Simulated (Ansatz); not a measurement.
# MoSe2 (P6_3/mmc) in Ansatz: a series of runs

One crystal, MoSe2, is run at these levels: LDA+U, PBEsol+U; tasks: relaxation of cell and atoms.

All numbers are computed with Ansatz 0.2.0; they aren't measurements. Logs are shortened: lines on timing, memory, paths and dates and some standing lists are left out, and cuts for length are marked.

**1. Starting point**

It takes space group P6_3/mmc (No. 194, hexagonal). The conventional cell has a = 3.288 Å, b = 3.288 Å, c = 12.900 Å, α = 90.00°, β = 90.00°, γ = 120.00°. Around Mo (site symmetry -6m2) lie 6 Se at 2.49 Å. Se (site symmetry 3m) has 3 Mo at 2.49 Å as nearest neighbours.

**2. Relaxation of cell and atoms, LDA+U**

File input.yaml:

```yaml
crystal:
  lattice:
    - [3.288, 0.0, 0.0]
    - [-1.644, 2.8474915276, 0.0]
    - [0.0, 0.0, 12.9]
  atoms:
    - { symbol: Mo, position: [0.6666666667, 0.3333333333, 0.75] }
    - { symbol: Mo, position: [0.3333333333, 0.6666666667, 0.25] }
    - { symbol: Se, position: [0.6666666667, 0.3333333333, 0.375] }
    - { symbol: Se, position: [0.3333333333, 0.6666666667, 0.875] }
    - { symbol: Se, position: [0.6666666667, 0.3333333333, 0.125] }
    - { symbol: Se, position: [0.3333333333, 0.6666666667, 0.625] }
hamiltonian:
  xc: lda
  pseudopotentials: { kind: paw }
  hubbard: { sites: [{ species: Mo, l: d, u_eff: 6.0 }] }
kpoints:
  mp_grid: { grid: [9, 9, 2] }
scf:
  occupations: { method: fermi_dirac, width: 0.05 }
output:
  forces: true
  stress: true
  write_density: true
  write_potential: true
  elf: true
  volumetric_format: npy
relax:
  f_tol: 0.01
  max_steps: 40
  cell: { stress_tol: 0.05 }
```

Potentials or basis: Ansatz PAW.

Run with:

```sh
ansatz run input.yaml --threads 2 --pin off --max-ram 5120MiB --backend cpu --events-out ev --progress --plain --runs-dir out
```

The log of the run:

```text
Warning: RAYON_NUM_THREADS=2 ignored (pool sized by the plan → 2); use --threads N
Mo: projections on atomic orbitals take those of the free atom [Ar 3d10] 4s2 4p6 4d5 5s1, of charge +0.00 (hamiltonian.pseudopotentials.projection_atoms); the dataset's partial waves leave at most 6.0e-6 of an orbital's norm unspanned inside its sphere
Se: projections on atomic orbitals take those of the free atom [Ar] 3d10 4s2 4p4, of charge +0.00 (hamiltonian.pseudopotentials.projection_atoms); the dataset's partial waves leave at most 2.3e-6 of an orbital's norm unspanned inside its sphere
Engine: ansatz 0.2.0, x86_64-unknown-linux-gnu
Pseudopotentials: kind: paw
Pseudopotential: Mo, paw, valence charge 14, recommended cutoff 420 eV (normal), Mo.paw.azcp
Pseudopotential: Se, paw, valence charge 16, recommended cutoff 420 eV (normal), Se.paw.azcp
Functional definition: SPW92
  exchange = slater_x
  correlation = pw_c
Crystal: 6 atoms, lattice volume = 120.777 Å³
Basis set: ecut = 420 eV, 2395 PW (Γ)
Bands: 56, of which v1, the nominal top of the filled ones, is band 46 counted from 1 (45 counted from 0)
Symmetry: 24 space group operations
Space group: P63/mmc (ITA 194), of the structure as read, at distance tolerance 4.9e-5 Å
k-points: 24 of 162
Non-local potential: Mo, projectors of the file, l = 0: 3, l = 1: 2, l = 2: 2, l = 3: 1
Non-local potential: Se, projectors of the file, l = 0: 2, l = 1: 2, l = 2: 3, l = 3: 1
PAW form: soft (Blöchl's): semilocal exchange-correlation on the pseudo side does not see the compensation charge
PAW frozen core: Mo, regenerated for the run's functional, and the local potential with it (the file was generated under x = pbe(κ = 0.804, μ = 0.2195149727645171), c = pbe(β = 0.06672455060314922))
PAW frozen core: Se, regenerated for the run's functional, and the local potential with it (the file was generated under x = pbe(κ = 0.804, μ = 0.2195149727645171), c = pbe(β = 0.06672455060314922))
PAW one-centre angular grid: Mo, 590 points (default); XC on 64 Gauss nodes
PAW one-centre angular grid: Se, 590 points (default); XC on 64 Gauss nodes
Initial density: superposition of atomic densities (chi_scale 0.1, normalization cell, long waves of neutral atoms under a Hubbard term (reshape's long-wave potential 0.08 eV rms, cloud 2.74 Å wide))
Initial wavefunctions: pseudopotential atomic-orbital guess
Functional: x = slater, c = lda
[... 101 lines left out ...]
  E_vpaw       = 557.573399  (= ΣTr[D̂ρ^β])
  E_aug_tail   = -0.002424  (compensation charges beyond the density's cutoff)
  E_ewald      = -10216.770082
  E_core_change = 9.815082  (= ΣΔE_core)
  E_smearing   = -0.000004  (= −TS)
  E_closure    = 0.000000  (closes the sum)
  Σ components = -31208.292201   (vs F -31208.292201, Δ=0.00e0)
--- Forces (eV/Å), atoms counted from 1 ---
  atom   1  Mo    -0.00000000     0.00000000    -0.00000000
  atom   2  Mo    -0.00000000    -0.00000000     0.00000000
  atom   3  Se    -0.00000000    -0.00000000     0.00184484
  atom   4  Se     0.00000000     0.00000000     0.00184484
  atom   5  Se     0.00000000    -0.00000000    -0.00184484
  atom   6  Se     0.00000000     0.00000000    -0.00184484
  max |Σ_I F_I| component: 3.47e-18 eV/Å
--- Stress (GPa, compression-positive) ---
        0.007281       0.000000      -0.000000
        0.000000       0.007281      -0.000000
       -0.000000      -0.000000      -0.022547
  P = ⅓ Tr σ = -0.0027 GPa (-0.027 kbar)
--- Band table (eV; the first three rows and the last of 24) ---
  k-point 0: bands = ["-48.0106", "-48.0102", "-35.0880", "-35.0880", "-35.0879", "-35.0879", "-35.0875", "-35.0875", "-35.0875", "-35.0875", "-35.0494", "-35.0494", "-35.0490", "-35.0490", "-35.0482", "-35.0482", "-35.0478", "-35.0478", "-35.0343", "-35.0339", "-35.0316", "-35.0312", "-22.2287", "-22.2287", "-22.0557", "-22.0557", "-22.0557", "-22.0557", "-2.2329", "-1.8710", "-1.2561", "-0.7160", "5.9783", "7.1595", "9.2651", "10.1243", "10.1243", "10.1414", "10.1414", "11.1839", "11.4212", "11.4212", "11.4833", "11.4833", "12.2040", "12.5600", "15.5057", "15.5057", "15.5698", "15.5698", "15.5813", "15.5813", "15.8201", "15.8201", "18.2740", "18.7575"]
  k-point 1: bands = ["-48.0104", "-48.0104", "-35.0880", "-35.0880", "-35.0880", "-35.0880", "-35.0875", "-35.0875", "-35.0875", "-35.0875", "-35.0492", "-35.0492", "-35.0492", "-35.0492", "-35.0480", "-35.0480", "-35.0480", "-35.0480", "-35.0341", "-35.0341", "-35.0314", "-35.0314", "-22.2287", "-22.2287", "-22.0557", "-22.0557", "-22.0557", "-22.0557", "-2.0927", "-2.0927", "-0.9484", "-0.9484", "6.4624", "6.4624", "10.1327", "10.1327", "10.1327", "10.1327", "10.2399", "10.2399", "11.4522", "11.4522", "11.4522", "11.4522", "12.4622", "12.4622", "15.5107", "15.5107", "15.5107", "15.5107", "15.7272", "15.7272", "15.7272", "15.7272", "18.5548", "18.5548"]
  k-point 2: bands = ["-48.0067", "-48.0063", "-35.0879", "-35.0878", "-35.0876", "-35.0875", "-35.0874", "-35.0873", "-35.0869", "-35.0869", "-35.0495", "-35.0494", "-35.0490", "-35.0490", "-35.0485", "-35.0483", "-35.0481", "-35.0478", "-35.0339", "-35.0336", "-35.0313", "-35.0309", "-22.2204", "-22.2203", "-22.0932", "-22.0932", "-22.0641", "-22.0641", "-2.0525", "-1.6951", "-1.1446", "-0.6285", "6.2042", "7.3832", "9.0856", "9.6910", "9.7314", "10.3054", "10.3353", "10.7303", "11.1254", "11.2013", "11.2236", "11.4101", "12.2580", "12.3564", "14.9725", "15.1558", "15.2032", "15.2657", "15.2723", "15.5781", "15.7260", "15.8916", "19.1829", "19.6053"]
  k-point 23: bands = ["-47.9764", "-47.9764", "-35.0856", "-35.0856", "-35.0847", "-35.0847", "-35.0845", "-35.0845", "-35.0843", "-35.0843", "-35.0511", "-35.0511", "-35.0501", "-35.0501", "-35.0493", "-35.0493", "-35.0485", "-35.0485", "-35.0313", "-35.0313", "-35.0285", "-35.0285", "-22.2922", "-22.2922", "-22.2517", "-22.2517", "-22.1482", "-22.1482", "0.1440", "0.1440", "0.2306", "0.2306", "7.2146", "7.2146", "7.5504", "7.5504", "8.2716", "8.2716", "8.6123", "8.6123", "9.6775", "9.6775", "10.2972", "10.2972", "12.2662", "12.2662", "13.5721", "13.5721", "15.0672", "15.0672", "15.6019", "15.6019", "17.0535", "17.0535", "19.2745", "19.2745"]
Occupation matrices written to <dir>
--- Relaxed structure (5 steps of the walk, 4 accepted, 1 SCFs on fresh bases) ---
  F+E_penalty+E_count = -31208.29220104 eV   max|allowed force component| = 1.845e-3 eV/Å   (the final SCF, on the basis selected at the relaxed cell)
  cell:  # Å, volume = 116.0766 Å³
    - [3.251162735313803, 0.0, -4.270280335487403e-34]
    - [-1.6255813676569015, 2.815589520619057, 2.1351401677437017e-34]
    - [-1.6753837082787624e-33, 0.0, 12.680512161240063]
  atoms:
    - { symbol: Mo, position: [0.6666666666666666, 0.33333333333333337, 0.7500000000000001] }
    - { symbol: Mo, position: [0.33333333333333337, 0.6666666666666667, 0.25] }
    - { symbol: Se, position: [0.6666666666666666, 0.33333333333333337, 0.38032352122276586] }
    - { symbol: Se, position: [0.33333333333333337, 0.6666666666666667, 0.8803235212227659] }
    - { symbol: Se, position: [0.6666666666666666, 0.33333333333333337, 0.11967647877723415] }
    - { symbol: Se, position: [0.33333333333333337, 0.6666666666666667, 0.6196764787772342] }
```

v_z.tsv:

```text
# z_ang	v_es[eV]	v_tot[eV]
# format = ansatz-planar-average/11
# xc	lda
# density_cutoff_ev	1680
# datasets	Mo=:simpson_from_first_knot:soft:shift=-1654400	Se=:simpson_from_first_knot:soft:shift=-2261459
# lattice	3.251162735	0.000000000	-0.000000000
# lattice	-1.625581368	2.815589521	0.000000000
# lattice	-0.000000000	0.000000000	12.680512161
# sites	6
# site	42	1.625581368	0.938529840	9.510384121
# site	42	-0.000000000	1.877059680	3.170128040
# site	34	1.625581368	0.938529840	4.822697036
# site	34	-0.000000000	1.877059680	11.162953117
# site	34	1.625581368	0.938529840	1.517559045
# site	34	-0.000000000	1.877059680	7.857815125
0.000000	1.692497e1	1.024163e1
0.140895	1.681466e1	1.001460e1
0.281789	1.645469e1	9.317392e0
0.422684	1.579124e1	8.129552e0
0.563578	1.458926e1	6.262721e0
0.704473	1.273092e1	3.654707e0
[... 82 lines left out ...]
12.398723	1.645469e1	9.317392e0
12.539618	1.681466e1	1.001460e1
```

It took 26 s on 2 threads of INTEL XEON PLATINUM 8581C at 2.10GHz (Emerald Rapids), shared host; peak memory 0.62 GiB.

What came out:

| Item | Value |
| --- | --- |
| Free energy | -31208.2922 eV |
| Relaxed volume | 19.35 Å³/atom |
| Relaxed cell | a = 3.251 Å, b = 3.251 Å, c = 12.681 Å, α = 90.00°, β = 90.00°, γ = 120.00° |
| Space group after relaxing (to 0.05 Å) | P6_3/mmc (No. 194) |
| Energy gained by relaxing | 10.0 meV/atom |
| Ionic steps | 5 |
| Pressure after relaxing | 0.0 GPa |
| Band gap on the k mesh | 1.00 eV, indirect (least direct gap 1.15 eV) |

The path:
| step | energy change (eV) | largest force (eV/Å) | volume (Å³) |
| --- | --- | --- | --- |
| 1 | 0.0000 | 0.5250 | 120.78 |
| 2 | -0.0540 | 0.1637 | 117.67 |
| 3 | -0.0607 | 0.0017 | 115.54 |
| 4 | -0.0610 | 0.0017 | 116.08 |
| 5 | -0.0601 | 0.0018 | 116.08 |

Final structure:
```
Mo Se
1.0
     3.25116    0.00000    0.00000
    -1.62558    2.81559    0.00000
     0.00000    0.00000   12.68051
Mo Se
2 4
Direct
  0.66667 0.33333 0.75000
  0.33333 0.66667 0.25000
  0.66667 0.33333 0.38032
  0.33333 0.66667 0.88032
  0.66667 0.33333 0.11968
  0.33333 0.66667 0.61968
```

Levels at points of the mesh, in eV from the valence-band top:
```tsv
k point	band 44	band 45	band 46	band 47	band 48	band 49
(0.00, 0.00, 0.00)	-1.08	-0.36	0.00	2.95	2.95	3.01
(0.00, 0.00, -0.50)	-1.11	-0.10	-0.10	2.95	2.95	2.95
```

Eigenvalues of the final occupation matrices:
```
  site  spin  trace               eigenvalues
site 1     1   2.68  0.48 0.48 0.54 0.54 0.63
site 2     1   2.68  0.48 0.48 0.54 0.54 0.63
```

Caveat: odd divisions of the mesh miss points on the zone boundary, where band edges often lie, so the gap on the mesh can be too wide; the plane-wave basis is chosen anew once the cell has moved, so the energies of steps on either side of that aren't comparable; the PAW data sets come from PBE, with cores solved anew for the run's functional, which leaves a small shift of forces and pressure.

**3. Relaxation of cell and atoms, PBEsol+U**

Edit input.yaml of step 2 so:

```diff
@@ -13,3 +13,3 @@
 hamiltonian:
-  xc: lda
+  xc: pbesol
   pseudopotentials: { kind: paw }
@@ -23,6 +23,2 @@
   stress: true
-  write_density: true
-  write_potential: true
-  elf: true
-  volumetric_format: npy
 relax:
```

Potentials or basis: Ansatz PAW.

Run with:

```sh
ansatz run input.yaml --threads 2 --pin off --max-ram 5120MiB --backend cpu --events-out ev --progress --plain --runs-dir out
```

The log of the run:

```text
Warning: RAYON_NUM_THREADS=2 ignored (pool sized by the plan → 2); use --threads N
Mo: projections on atomic orbitals take those of the free atom [Ar 3d10] 4s2 4p6 4d5 5s1, of charge +0.00 (hamiltonian.pseudopotentials.projection_atoms); the dataset's partial waves leave at most 6.0e-6 of an orbital's norm unspanned inside its sphere
Se: projections on atomic orbitals take those of the free atom [Ar] 3d10 4s2 4p4, of charge +0.00 (hamiltonian.pseudopotentials.projection_atoms); the dataset's partial waves leave at most 2.3e-6 of an orbital's norm unspanned inside its sphere
[... 4 set-up lines as earlier in the session ...]
Functional definition: PBEsol
  exchange = pbesol_x
  correlation = pbesol_c
Crystal: 6 atoms, lattice volume = 120.777 Å³
Basis set: ecut = 420 eV, 2395 PW (Γ), exchange–correlation on 48×48×180 points (8 copies of the dense FFT grid, shifted against one another)
Bands: 56, of which v1, the nominal top of the filled ones, is band 46 counted from 1 (45 counted from 0)
[... 2 set-up lines as earlier in the session ...]
k-points: 24 of 162
[... 7 set-up lines as earlier in the session ...]
[... 88 lines left out ...]
  E_xc         = -780.795776
  E_vxc        = -852.835624  (∫ρ·V_xc dr)
  E_hubbard    = 14.739458  (on-site DFT+U / exact-exchange correction)
  E_vhub       = -2.495368  (the Hubbard potential's part of the band-sum identity)
  E_paw        = -13759.950076  (= ΣΔE_a)
  E_vpaw       = 579.441289  (= ΣTr[D̂ρ^β])
  E_aug_tail   = -0.002330  (compensation charges beyond the density's cutoff)
  E_ewald      = -9929.357853
  E_core_change = 4.452400  (= ΣΔE_core)
  E_smearing   = -0.000002  (= −TS)
  E_closure    = -0.000000  (closes the sum)
  Σ components = -31481.240739   (vs F -31481.240739, Δ=0.00e0)
--- Forces (eV/Å), atoms counted from 1 ---
  atom   1  Mo    -0.00000000     0.00000000     0.00000000
  atom   2  Mo     0.00000000    -0.00000000    -0.00000000
  atom   3  Se     0.00000000    -0.00000000    -0.00414127
  atom   4  Se    -0.00000000     0.00000000    -0.00414127
  atom   5  Se     0.00000000    -0.00000000     0.00414127
  atom   6  Se     0.00000000     0.00000000     0.00414127
  max |Σ_I F_I| component: 3.47e-18 eV/Å
--- Stress (GPa, compression-positive) ---
        0.007995       0.000000      -0.000000
        0.000000       0.007995       0.000000
       -0.000000       0.000000      -0.007073
  P = ⅓ Tr σ = 0.0030 GPa (0.030 kbar)
Occupation matrices written to <dir>
--- Relaxed structure (4 steps of the walk, 3 accepted, 1 SCFs on fresh bases) ---
  F+E_penalty+E_count = -31481.24073911 eV   max|allowed force component| = 4.141e-3 eV/Å   (the final SCF, on the basis selected at the relaxed cell)
  cell:  # Å, volume = 120.9107 Å³
    - [3.2734390585991475, 3.416224268389923e-33, -2.0497345610339534e-33]
    - [-1.6367195292995738, 2.83488138248708, 1.3207209806620349e-33]
    - [-8.041841799738059e-33, 1.3403069666230099e-33, 13.029430491713757]
  atoms:
    - { symbol: Mo, position: [0.6666666666666666, 0.3333333333333333, 0.7500000000000001] }
    - { symbol: Mo, position: [0.3333333333333333, 0.6666666666666666, 0.25] }
    - { symbol: Se, position: [0.6666666666666666, 0.3333333333333333, 0.3773570846069889] }
    - { symbol: Se, position: [0.3333333333333333, 0.6666666666666666, 0.877357084606989] }
    - { symbol: Se, position: [0.6666666666666666, 0.3333333333333333, 0.12264291539301109] }
    - { symbol: Se, position: [0.3333333333333333, 0.6666666666666666, 0.6226429153930112] }
```

occupation_matrices:

```text
# The occupation matrices of the corrected shells as a run of Ansatz 0.0.0 ended. An entry of
# hamiltonian.hubbard.sites starts from them by `starting_ns: <path of this file>`, where that key's refused
# combinations let it.
[... 30 lines left out ...]
  site1_d:
    matrix:
      - [0.6347364038073083, -1.1484368559935406e-31, 1.0488826636769306e-17, 3.684796472383903e-18, -4.220782653407682e-21]
      - [4.110635845479871e-31, 0.47856692221134184, 3.353742345616348e-20, 6.3039510486213145e-31, -5.908423981072369e-18]
      - [1.0488826636770554e-17, -2.602648960020018e-21, 0.4785669222113418, -1.140677531511593e-17, 4.364562362943524e-31]
      - [7.154243424337518e-18, 1.0248255574726374e-30, -1.1406775315120926e-17, 0.5363262505757345, 1.0436569623405071e-18]
      - [-2.9334136198287547e-19, -5.9084239810656965e-18, -6.153583040003299e-31, 1.9110187003289107e-18, 0.5363262505757347]
```

It took 19 s on 2 threads of INTEL XEON PLATINUM 8581C at 2.10GHz (Emerald Rapids), shared host; peak memory 0.63 GiB.

What came out:

* Free energy: -31481.2407 eV
* Relaxed volume: 20.15 Å³/atom
* Relaxed cell: a = 3.273 Å, b = 3.273 Å, c = 13.029 Å, α = 90.00°, β = 90.00°, γ = 120.00°
* Space group after relaxing (to 0.05 Å): P6_3/mmc (No. 194)
* Energy gained by relaxing: 10.5 meV/atom
* Ionic steps: 4
* Pressure after relaxing: 0.0 GPa
* Largest force after relaxing: 0.004 eV/Å
* Band gap on the k mesh: 1.07 eV

Forces on the atoms (eV/Å):
```
Mo   0.000  0.000  0.000
Mo   0.000  0.000  0.000
Se   0.000  0.000 -0.004
Se   0.000  0.000 -0.004
Se   0.000  0.000  0.004
Se   0.000  0.000  0.004
```

Step by step:
| step | energy change (eV) | largest force (eV/Å) | volume (Å³) |
| --- | --- | --- | --- |
| 1 | 0.0000 | 0.7373 | 120.78 |
| 2 | -0.0621 | 0.0755 | 121.17 |
| 3 | -0.0632 | 0.0041 | 120.91 |
| 4 | -0.0632 | 0.0041 | 120.91 |

Final structure:
```
Mo Se
1.0
     3.27344    0.00000    0.00000
    -1.63672    2.83488    0.00000
     0.00000    0.00000   13.02943
Mo Se
2 4
Direct
  0.66667 0.33333 0.75000
  0.33333 0.66667 0.25000
  0.66667 0.33333 0.37736
  0.33333 0.66667 0.87736
  0.66667 0.33333 0.12264
  0.33333 0.66667 0.62264
```

Eigenvalues of the final occupation matrices:
```tsv
site	spin	trace	eigenvalues
site 1	1	2.66	0.48 0.48 0.54 0.54 0.63
site 2	1	2.66	0.48 0.48 0.54 0.54 0.63
```

Caveat: odd divisions of the mesh miss points on the zone boundary, where band edges often lie, so the gap on the mesh can be too wide; the plane-wave basis is chosen anew once the cell has moved, so the energies of steps on either side of that aren't comparable; this functional lacks dispersion, which binds the layers, so the pressure and a relaxed spacing across them are unreliable; the PAW data sets come from PBE, with cores solved anew for the run's functional, which leaves a small shift of forces and pressure. A k mesh can miss the band edges.
